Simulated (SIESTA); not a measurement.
The system is TiO2.

```
Ti O
1.0
     6.15358   -1.88347    0.00000
     6.15358    1.88347    0.00000
    -1.92833    0.00000    6.32897
Ti O
4 8
Cartesian
  10.5189 0.0000 1.8329
  1.8562 0.0000 1.7959
  -0.1400 0.0000 4.4961
  8.5226 0.0000 4.5330
  3.8886 0.0000 1.8569
  1.9846 0.0000 4.1297
  8.7534 0.0000 6.2992
  8.3943 0.0000 2.1993
  10.3741 0.0000 3.9874
  1.6255 0.0000 0.0298
  6.4903 0.0000 4.4721
  0.0047 0.0000 2.3416
```

The cell comes from a database or a generator and needn't be the stable form of this composition.

Program: SIESTA 5.4.2. Alike in all runs: task band structure; no spin polarisation; cell as given; k mesh 6 × 6 × 3; smearing fermi-dirac 0.05 eV; grid cutoff 800 Ry.

Order these runs on this cell by their pressure, lowest first.
A. level PBE; potentials or basis PseudoDojo 0.4 standard (PBE files), SZP (energy shift 0.002 Ry); energy shift 0.002 Ry
B. level vdW-DF; potentials or basis PseudoDojo 0.4 standard (PBE files), DZP (energy shift 0.002 Ry); energy shift 0.002 Ry
C. level PBE; potentials or basis PseudoDojo 0.4 standard (PBE files), TZDP (energy shift 0.02 Ry); energy shift 0.02 Ry

C (-7.1 GPa), A (1.9 GPa), B (5.5 GPa).

Caveats: the basis of atomic orbitals isn't converged, which shifts pressures, moduli and gaps; semicore shells carry a single zeta, which can move pressures by several GPa and volumes by a few percent (some runs); the potentials were made for another functional, which shifts forces and pressure (some runs).
